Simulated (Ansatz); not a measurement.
Take a crystal in which Ge has been replaced by Pb on all its sites, with the cell rescaled by a rough guess (in some cases also distorted within its space group) and nothing relaxed:

```
Pb I
1.0
     4.23630    0.00000    0.00000
    -2.11815    3.66874    0.00000
     0.00000    0.00000    6.96476
Pb I
1 2
Direct
  0.00000 0.00000 0.00000
  0.33333 0.66667 0.25000
  0.66667 0.33333 0.75000
```

Level of theory: Ansatz, DFT PBEsol, scalar-relativistic, plane waves, PAW.

Plane waves to 420 eV, a k mesh through Γ of 9×9×4 on the computed 3-atom cell and Gaussian smearing (0.02 eV); no spin polarisation.

Question: Will this cell want to expand or contract, and how hard?

Answer: The pressure is 8.2 GPa (positive in compression), so the cell would expand.

Question: Is it a metal on this mesh?

Answer: No: the gap is 2.03 eV, the least direct gap 2.04 eV.

Question: What is its energy against the elements in their standard states?

Answer: -0.439 eV/atom at this unrelaxed geometry, with the elements in the same functional.

Spin-orbit coupling is left out, which matters for the bands of heavy elements. An odd mesh misses points on the zone edge, so a gap read on it can be too wide. The cell holds layers, and where no dispersion correction was added their binding is poorly described.